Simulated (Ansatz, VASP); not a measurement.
HfB in VASP and in Ansatz

INCAR

```
SYSTEM = HfB
ALGO     = Fast           ! electronic algorithm
EDIFF    = 1E-7           ! SCF threshold, eV
ENCUT    = 520            ! plane-wave cutoff, eV
ISIF     = 2              ! what is computed and relaxed
ISMEAR   = 0              ! smearing method
LASPH    = .TRUE.         ! aspherical terms in the spheres
LCHARG   = .FALSE.        ! write CHGCAR
LREAL    = .FALSE.        ! projectors in reciprocal space
LWAVE    = .FALSE.        ! write WAVECAR
NBANDS   = 14             ! bands
NELM     = 100            ! most SCF steps
PREC     = Accurate       ! precision mode
SIGMA    = 0.15           ! smearing width, eV
```

Contents of KPOINTS:

```
k-points
0
G
  20 20 20
  0 0 0
```

File POSCAR:

```
HfB
1.0
    1.2222988100      3.0557470250      3.0557470250
    3.0557470250      1.2222988100      3.0557470250
    3.0557470250      3.0557470250      1.2222988100
Hf B
1 1
Direct
    0.5000000000      0.5000000000      0.5000000000
    0.0000000000      0.0000000000      0.0000000000
```

Input for Ansatz:

```yaml
crystal:
  lattice:
    - [1.22229881, 3.055747025, 3.055747025]
    - [3.055747025, 1.22229881, 3.055747025]
    - [3.055747025, 3.055747025, 1.22229881]
  atoms:
    - { symbol: Hf, position: [0.5, 0.5, 0.5] }
    - { symbol: B, position: [0.0, 0.0, 0.0] }
basis:
  ecutwfc: 420
kpoints:
  mp_grid: { grid: [20, 20, 20] }
hamiltonian:
  xc: lda
scf:
  occupations: { method: gaussian, width: 0.15 }
output:
  forces: true
  stress: true
  eigenvalues: true
```

Alike in both runs: task single point; functional LDA; k mesh 20 × 20 × 20; occupations gaussian, width 0.15 eV; no spin polarisation.

```csv
,VASP,Ansatz
version,VASP 6.6.1,Ansatz 0.2.0
potentials or method,"VASP PAW LDA potentials, release 64 (Hf_pv, B)","scalar-relativistic, plane waves, PAW"
plane-wave cutoff (eV),520,420
valence electrons in the cell,13,29
```

```tsv
	VASP	Ansatz	Ansatz less VASP
gap on the k mesh at the Fermi level (eV)	none	none	-
pressure (GPa)	21.3	21.5	+0.22
largest component of the traceless stress (GPa)	20.54	20.92	+0.381
```

A gap of «none» marks a metal or a gap that the smearing closes. The two sets of potentials don't hold the same shells in valence.

Caveats: so large a pressure means that the cell lies far from this level's equilibrium, or that cutoff or potentials fall short (VASP). The runs have no spin-orbit coupling, so splittings on Hf are missing.
